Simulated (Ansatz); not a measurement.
MgO (zincblende), relaxed with r2SCAN in Ansatz. The symmetry is F-43m (No. 216, cubic); a = 4.564 Å in the conventional setting, 11.88 Å³ an atom. Mg is surrounded by 4 O at 1.98 Å; O is surrounded by 4 Mg at 1.98 Å.

The axes x, y and z are those of this cell:
```xyz
2
Lattice="0.0000 2.2820 2.2820 2.2820 0.0000 2.2820 2.2820 2.2820 0.0000" Properties=species:S:1:pos:R:3 pbc="T T T"
Mg    0.0000    0.0000    0.0000
O     1.1410    1.1410    1.1410
```

Unstrained: With PBE the gap is 3.657 eV and direct, at Γ. With r2SCAN the gap is 4.336 eV and direct, at Γ. With HSE06 the gap is 5.268 eV and direct, at Γ. Meshes: PBE 10×10×10, r2SCAN 10×10×10, HSE06 6×6×6. Strains are changes of length per length. After each strain the atoms were relaxed again with r2SCAN within the symmetry that the strain leaves, so tilts or polar shifts that break it weren't tested; points keep the names that they have in the unstrained zone. All values are calculated for a non-magnetic cell, which may be hypothetical.

(1) Estimate what epitaxial +4.76 % in the plane normal to [111], free normal strain -2.61 % does to the gap.

(2) One strain changed the r2SCAN stress by xx +2.23, yy +2.23, zz -0.01 GPa (compression positive) and the gap by +0.019 eV (PBE), +0.022 eV (r2SCAN), +0.028 eV (HSE06). Which kind of strain was it, and roughly how large?

## Answers

(1) PBE: the gap goes from 3.657 to 3.023 eV (-0.634 eV); with r2SCAN the top three valence levels at Γ, degenerate before, become 1+2 from the top over 317 meV. r2SCAN: the gap goes from 4.336 to 3.676 eV (-0.660 eV). HSE06: the gap goes from 5.268 to 4.591 eV (-0.677 eV). The r2SCAN energy rises by 41.8 meV an atom.

(2) Epitaxial -1.81 % in the xy plane, free normal strain +2.45 %. The pattern of the stress gives the kind; the size needs the stiffness, so it is an estimate.

The meshes of the hybrids are coarse, so their gaps aren't converged to the digits shown.

The splittings at Γ are without spin-orbit coupling, which regroups them where it is of like size or larger.
